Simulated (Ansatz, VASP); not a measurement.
**One calculation of SrVO3, two programs**

```
Sr V O
1.0
     3.84090    0.00000    0.00000
     0.00000    3.84090    0.00000
     0.00000    0.00000    3.84090
Sr V O
1 1 3
Direct
  0.50000 0.50000 0.50000
  0.00000 0.00000 0.00000
  0.50000 0.00000 0.00000
  0.00000 0.50000 0.00000
  0.00000 0.00000 0.50000
```

Alike in both runs: task single point; functional PBE; k mesh 6 × 6 × 6; collinear spin.

```csv
,VASP,Ansatz
version,VASP 6.6.1,Ansatz 0.2.0
potentials or method,"VASP PAW PBE potentials, release 64 (Sr_sv, V_sv, O)","plane waves, PAW"
plane-wave cutoff (eV),520,420
occupations,"methfessel-paxton of order 1, width 0.15 eV","cold, width 0.15 eV"
valence electrons in the cell,41,41
```

|  | VASP | Ansatz | Ansatz less VASP |
| --- | --- | --- | --- |
| gap on the k mesh at the Fermi level (eV) | none | none | - |
| pressure (GPa) | 3.7 | 2.9 | -0.87 |
| net moment per atom (μB) | 0.10 | 0.11 | +0.006 |
| size of the moment on the site where the two differ most (μB) | 0.49 | 0.42 | -0.077 |

Site moments also hang on the region over which each program counts them. A gap of «none» marks a metal or a gap that the smearing closes. Ansatz warned: «stability_check_not_made».

Caveats: semilocal functionals often make such compounds metallic where correlation or magnetic order opens a gap, which also shifts bond lengths.
